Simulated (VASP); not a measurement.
# TiSi2 (Cmcm) in VASP: single point with PBE

Aim: the single point of TiSi2 with PBE.

All numbers are computed with VASP 6.6.1; they aren't measurements. Logs are shortened: lines on timing, memory, paths and dates and some standing lists are left out, and cuts for length are marked.

## (1) The crystal as given

It takes space group Cmcm (No. 63, orthorhombic). Conventional cell: a = 3.530 Å, b = 13.519 Å, c = 3.565 Å, α = 90.00°, β = 90.00°, γ = 90.00°. Around Ti (site symmetry m2m) lie 10 Si at 2.58 to 2.81 Å. Si (site symmetry m2m) is surrounded by 2 Si at 2.38 Å and 4 Ti at 2.58 Å. Si (site symmetry m2m) is surrounded by 4 Si at 2.51 Å and 4 Ti at 2.66 to 2.67 Å.

The cell comes from a database or a generator and needn't be the stable form of this composition.

## (2) Single point, PBE

Input file INCAR:

```
SYSTEM = TiSi2
PREC = Accurate
ENCUT = 520
EDIFF = 1E-6
ISMEAR = 0
SIGMA = 0.1
LREAL = .False.
LASPH = .True.
NELM = 100
ALGO = Fast
ISIF = 2
LWAVE = .False.
LCHARG = .False.
GGA = PE
NBANDS = 29
```

Input file KPOINTS:

```
Automatic mesh
0
Gamma
  6 6 6
  0 0 0
```

Input file POSCAR:

```
TiSi2
1.0
    1.7651050100     -6.7592816400      0.0000000000
    1.7651050100      6.7592816400      0.0000000000
    0.0000000000      0.0000000000      3.5651738600
Ti Si
2 4
Direct
    0.8968819400      0.1031180800      0.7500000000
    0.1031180800      0.8968819400      0.2500000000
    0.5582514400      0.4417485600      0.7500000000
    0.4417485600      0.5582514400      0.2500000000
    0.2496851800      0.7503148300      0.7500000000
    0.7503148300      0.2496851800      0.2500000000
```

Potentials or basis: VASP PAW PBE potentials, release 64 (Ti_sv, Si).

Run with:

```console
$ cat potpaw_PBE.64/Ti_sv/POTCAR potpaw_PBE.64/Si/POTCAR > POTCAR
$ mpirun -np 1 vasp_std > vasp.out
```

OUTCAR:

```text
SYSTEM = TiSi2
   PREC = Accurate
   ENCUT = 520
   EDIFF = 1E-6
   ISMEAR = 0
   LREAL = .False.
   LASPH = .True.
   NELM = 100
   ISIF = 2
   GGA = PE

 ion  position               nearest neighbor table
   1  0.897  0.103  0.750-   4 2.58   4 2.58   4 2.58   4 2.58   5 2.66   5 2.66   6 2.67   6 2.67
                             3 2.81   3 2.81
   2  0.103  0.897  0.250-   3 2.58   3 2.58   3 2.58   3 2.58   6 2.66   6 2.66   5 2.67   5 2.67
                             4 2.81   4 2.81
   3  0.558  0.442  0.750-   4 2.38   4 2.38   2 2.58   2 2.58   2 2.58   2 2.58   1 2.81   1 2.81
                             5 3.13   5 3.13
   4  0.442  0.558  0.250-   3 2.38   3 2.38   1 2.58   1 2.58   1 2.58   1 2.58   2 2.81   2 2.81
                             6 3.13   6 3.13
   5  0.250  0.750  0.750-   6 2.51   6 2.51   6 2.51   6 2.51   1 2.66   1 2.66   2 2.67   2 2.67
                             3 3.13   3 3.13
   6  0.750  0.250  0.250-   5 2.51   5 2.51   5 2.51   5 2.51   2 2.66   2 2.66   1 2.67   1 2.67
                             4 3.13   4 3.13

  LATTYP: Found a base centered orthorhombic cell.
 ALAT       =     3.5302100200
 B/A-ratio  =     3.8293934931
 C/A-ratio  =     1.0099041813

  Lattice vectors:

 A1 = (   1.7651050100,  -6.7592816400,   0.0000000000)
 A2 = (   1.7651050100,   6.7592816400,   0.0000000000)
 A3 = (   0.0000000000,   0.0000000000,   3.5651738600)

Analysis of symmetry for initial positions (statically):
=====================================================================
 Subroutine PRICEL returns:
 Original cell was already a primitive cell.

 Routine SETGRP: Setting up the symmetry group for a
 base centered orthorhombic supercell.

 Subroutine GETGRP returns: Found  8 space group operations
 (whereof  4 operations were pure point group operations)
 out of a pool of  8 trial point group operations.

The static configuration has the point symmetry C_2h.
 The point group associated with its full space group is D_2h.

Analysis of symmetry for dynamics (positions and initial velocities):
=====================================================================
 Subroutine PRICEL returns:
 Original cell was already a primitive cell.

 Routine SETGRP: Setting up the symmetry group for a
 base centered orthorhombic supercell.

 Subroutine GETGRP returns: Found  8 space group operations
 (whereof  4 operations were pure point group operations)
 out of a pool of  8 trial point group operations.

The dynamic configuration has the point symmetry C_2h.
 The point group associated with its full space group is D_2h.

 Subroutine INISYM returns: Found  8 space group operations
 (whereof  4 operations are pure point group operations),
 and found     1 'primitive' translations

----------------------------------------------------------------------------------------

                                     Primitive cell

  volume of cell :      85.0711

  direct lattice vectors                    reciprocal lattice vectors
     1.765105010 -6.759281640  0.000000000     0.283269266 -0.073972358  0.000000000
     1.765105010  6.759281640  0.000000000     0.283269266  0.073972358  0.000000000
     0.000000000  0.000000000  3.565173860     0.000000000  0.000000000  0.280491230

  length of vectors
     6.985949040  6.985949040  3.565173860     0.292768486  0.292768486  0.280491230

  position of ions in fractional coordinates (direct lattice)
     0.896881940  0.103118080  0.750000000
     0.103118080  0.896881940  0.250000000
     0.558251440  0.441748560  0.750000000
     0.441748560  0.558251440  0.250000000
     0.249685180  0.750314830  0.750000000
     0.750314830  0.249685180  0.250000000

  ion indices of the primitive-cell ions
   primitive index   ion index
                 1           1
                 2           2
                 3           3
                 4           4
                 5           5
                 6           6

----------------------------------------------------------------------------------------

 KPOINTS: Automatic mesh

Automatic generation of k-mesh.
 Grid dimensions read from file:
 generate k-points for:    6    6    6

 Generating k-lattice:

  Cartesian coordinates                     Fractional coordinates (reciprocal lattice)
     0.047211544 -0.012328726  0.000000000     0.166666667  0.000000000  0.000000000
     0.047211544  0.012328726  0.000000000     0.000000000  0.166666667  0.000000000
     0.000000000  0.000000000  0.046748538     0.000000000  0.000000000  0.166666667

  Length of vectors
     0.048794748  0.048794748  0.046748538

  Shift w.r.t. Gamma in fractional coordinates (k-lattice)
     0.000000000  0.000000000  0.000000000

 Subroutine IBZKPT returns following result:
 ===========================================

 Found     52 irreducible k-points:

 Following reciprocal coordinates:
            Coordinates               Weight
  0.000000  0.000000  0.000000      1.000000
  0.166667 -0.000000  0.000000      4.000000
  0.333333 -0.000000  0.000000      4.000000
  0.500000 -0.000000  0.000000      2.000000
  0.166667  0.166667  0.000000      2.000000
  0.333333  0.166667  0.000000      4.000000
[... 16 lines left out ...]
  0.333333  0.333333  0.166667      4.000000
  0.500000  0.333333  0.166667      8.000000
 [... further k-points ...]
   k-points           NKPTS =     52   k-points in BZ     NKDIM =     52   number of bands    NBANDS=     29
   number of dos      NEDOS =    301   number of ions     NIONS =      6
   total plane-waves  NPLWV =  81648
   dimension x,y,z NGX =    54 NGY =   54 NGZ =   28
   dimension x,y,z NGXF=   108 NGYF=  108 NGZF=   56
   ions per type =               2   4
   NGX,Y,Z   is equivalent  to a cutoff of  12.85, 12.85, 13.06 a.u.
   NGXF,Y,Z  is equivalent  to a cutoff of  25.70, 25.70, 26.11 a.u.
 SYSTEM =  TiSi2
   PREC   = accura    normal or accurate (medium, high low for compatibility)
   ISTART =      0    job   : 0-new  1-cont  2-samecut
   ICHARG =      2    charge: 1-file 2-atom 10-const
   ISPIN  =      1    spin polarized calculation?
   LNONCOLLINEAR =      F non collinear calculations
   LSORBIT =      F    spin-orbit coupling
   LASPH  =      T    aspherical Exc in radial PAW
   ENCUT  =  520.0 eV  38.22 Ry    6.18 a.u.  12.99 12.99  6.63*2*pi/ulx,y,z
   NELM   =    100;   NELMIN=  2; NELMDL= -5     # of ELM steps
   EDIFF  = 0.1E-05   stopping-criterion for ELM
   LREAL  =      F    real-space projection
   EDIFFG = 0.1E-04   stopping-criterion for IOM
   NSW    =      0    number of steps for IOM
   IBRION =     -1    ionic relax: 0-MD 1-quasi-New 2-CG
   NFREE  =      0    steps in history (QN), initial steepest desc. (CG)
   ISIF   =      2    stress and relaxation
   ISYM   =      2    0-nonsym 1-usesym 2-fastsym
   POTIM  = 0.5000    time-step for ionic-motion
   TEBEG  =    0.0;   TEEND  =   0.0 temperature during run
   PSTRESS=    0.0 pullay stress
   NELECT =      40.0000    total number of electrons
   NUPDOWN=      -1.0000    fix difference up-down
   EMIN   =  10.00;   EMAX   =-10.00  energy-range for DOS
   EFERMI =   0.00;   METHOD = LEGACY
   ISMEAR =     0;   SIGMA  =   0.10  broadening in eV -4-tet -1-fermi 0-gaus
   EFERMI_NEDOS =   21; number of points for ismear=-14 and -15
   IALGO  =     68    algorithm
   IMIX   =      4    mixing-type and parameters
     AMIX     =   0.40;   BMIX     =  1.00
     AMIX_MAG =   1.60;   BMIX_MAG =  1.00
  volume/ion in A,a.u.               =      14.18        95.68
  Fermi-wavevector in a.u.,A,eV,Ry     =   1.273017  2.405653 22.049227  1.620572
  Thomas-Fermi vector in A             =   2.405864
   LORBIT       =      0    0 simple, 1 ext, 2 COOP (PROOUT), +10 PAW based schemes
   GGA     = PE    functional components
   LHFCALC =     F    Hartree Fock is set to
   AEXX    =    0.0000 exact exchange contribution
   IVDW    =     0    specifies the selected vdW correction
   LEPSILON=     F    determine dielectric tensor
   LRPA    =     F    only Hartree local field effects (RPA)
 non-spin polarized calculation
 RMM-DIIS sequential band-by-band and
 Gauss-broadening in eV      SIGMA  =   0.10
  energy-cutoff  :      520.00
  volume of cell :       85.07
 maximum number of plane-waves:      2318
 NGX is ok and might be reduce to    54
   NGX = 25   NGY = 25   NGZ = 13

 number of electron      40.0000005 magnetization

 Free energy of the ion-electron system (eV)
  ---------------------------------------------------
  ext. energy  EPLUGINS =         0.00000000
  ---------------------------------------------------
  free energy    TOTEN  =       -40.73924458 eV

  energy without entropy =      -40.72953838  energy(sigma->0) =      -40.73439148

 E-fermi :  10.5483     XC(G=0): -11.6407

 val. band max:       10.5290292489   @ k =  -0.3333   0.1667   0.0000
 cond. band min:      10.5741939041   @ k =  -0.3333   0.1667   0.1667
 fundamental gap:      0.0451646552
 Fermi energy:        10.5482820638

 k-point     1 :       0.0000    0.0000    0.0000
  band No.  band energies     occupation
      1     -46.2699      2.00000
      2     -46.2606      2.00000
      3     -22.6250      2.00000
      4     -22.5838      2.00000
      5     -22.5709      2.00000
      6     -22.5709      2.00000
[... 21 lines left out ...]
     28      13.4828      0.00000
     29      13.6940      0.00000

 k-point     2 :       0.1667   -0.0000    0.0000
  band No.  band energies     occupation
      1     -46.2688      2.00000
      2     -46.2596      2.00000
      3     -22.6217      2.00000
      4     -22.6028      2.00000
      5     -22.5882      2.00000
      6     -22.5691      2.00000
[... 21 lines left out ...]
     28      13.6220      0.00000
     29      13.8281      0.00000

 k-point     3 :       0.3333   -0.0000    0.0000
  band No.  band energies     occupation
      1     -46.2666      2.00000
      2     -46.2576      2.00000
      3     -22.6409      2.00000
      4     -22.6226      2.00000
      5     -22.6145      2.00000
      6     -22.5654      2.00000
[... 21 lines left out ...]
     28      13.3903      0.00000
     29      14.5055      0.00000

 k-point     4 :       0.5000   -0.0000    0.0000
  band No.  band energies     occupation
      1     -46.2655      2.00000
      2     -46.2565      2.00000
      3     -22.6597      2.00000
      4     -22.6397      2.00000
      5     -22.6112      2.00000
      6     -22.5636      2.00000
[... 21 lines left out ...]
     28      13.6707      0.00000
     29      13.9280      0.00000

 k-point     5 :       0.1667    0.1667    0.0000
  band No.  band energies     occupation
      1     -46.2666      2.00000
      2     -46.2575      2.00000
      3     -22.6408      2.00000
      4     -22.6226      2.00000
      5     -22.6154      2.00000
      6     -22.5655      2.00000
[... 21 lines left out ...]
     28      13.6404      0.00000
     29      14.2780      0.00000
[... 510 lines left out ...]
     28      14.0495      0.00000
     29      14.2212      0.00000

 k-point    22 :      -0.1667    0.1667    0.1667
  band No.  band energies     occupation
      1     -46.2684      2.00000
      2     -46.2604      2.00000
      3     -22.6201      2.00000
      4     -22.5897      2.00000
      5     -22.5816      2.00000
      6     -22.5702      2.00000
[... 21 lines left out ...]
     28      13.8715      0.00000
     29      14.0157      0.00000

 k-point    23 :       0.3333    0.3333    0.1667
  band No.  band energies     occupation
      1     -46.2651      2.00000
      2     -46.2573      2.00000
      3     -22.6378      2.00000
      4     -22.6214      2.00000
      5     -22.6096      2.00000
      6     -22.5840      2.00000
[... 21 lines left out ...]
     28      13.7900      0.00000
     29      14.4049      0.00000

 k-point    24 :       0.5000    0.3333    0.1667
  band No.  band energies     occupation
      1     -46.2672      2.00000
      2     -46.2594      2.00000
      3     -22.6153      2.00000
      4     -22.6001      2.00000
      5     -22.5887      2.00000
      6     -22.5867      2.00000
[... 21 lines left out ...]
     28      13.9362      0.00000
     29      14.2483      0.00000

 [... further k-points ...]

------------------------ aborting loop because EDIFF is reached ----------------------------------------

  FORCE on cell =-STRESS in cart. coord.  units (eV):
  Direction    XX          YY          ZZ          XY          YZ          ZX
  --------------------------------------------------------------------------------------
  -------------------------------------------------------------------------------------
  Total        1.0673856      0.8796308      1.0104526      0.0000000     -0.0000000      0.0000000
  in kB       20.1025020     16.5664406     19.0302603      0.0000000     -0.0000000      0.0000000
  external PRESSURE =      18.5664009 kB  Pullay stress =       0.0000000 kB

 VOLUME and BASIS-vectors are now :
 -----------------------------------------------------------------------------
  energy-cutoff  :      520.00
  volume of cell :       85.07
      direct lattice vectors                 reciprocal lattice vectors
     1.765105010 -6.759281640  0.000000000     0.283269266 -0.073972358  0.000000000
     1.765105010  6.759281640  0.000000000     0.283269266  0.073972358  0.000000000
     0.000000000  0.000000000  3.565173860     0.000000000  0.000000000  0.280491230

 POSITION                                       TOTAL-FORCE (eV/Angst)
 -----------------------------------------------------------------------------------
      1.76511     -5.36527      2.67388         0.000000     -0.034393      0.000000
      1.76511      5.36527      0.89129         0.000000      0.034393      0.000000
      1.76511     -0.78748      2.67388         0.000000     -0.207555      0.000000
      1.76511      0.78748      0.89129         0.000000      0.207555      0.000000
      1.76511      3.38390      2.67388         0.000000      0.040273      0.000000
      1.76511     -3.38390      0.89129         0.000000     -0.040273      0.000000
 -----------------------------------------------------------------------------------
    total drift:                               -0.000068     -0.000025     -0.000000

  FREE ENERGIE OF THE ION-ELECTRON SYSTEM (eV)
  ---------------------------------------------------
  free  energy   TOTEN  =       -40.7392445764 eV

  energy  without entropy=      -40.7295383758  energy(sigma->0) =      -40.73439148
```

Run time: 13 min. Hardware: 1 thread of Intel Xeon Platinum 8259CL at 2.50GHz (Skylake/Cascade Lake), shared host; peak memory 0.32 GiB.

What came out:

```
Free energy            : -40.7392 eV
Pressure               : 1.9 GPa
Largest force          : 0.208 eV/Å
Band gap on the k mesh : none (metal or under the smearing width)
```

Forces in eV/Å, atoms in the order of the input:
```
Ti   0.000 -0.034  0.000
Ti   0.000  0.034  0.000
Si   0.000 -0.208  0.000
Si   0.000  0.208  0.000
Si   0.000  0.040  0.000
Si   0.000 -0.040  0.000
```
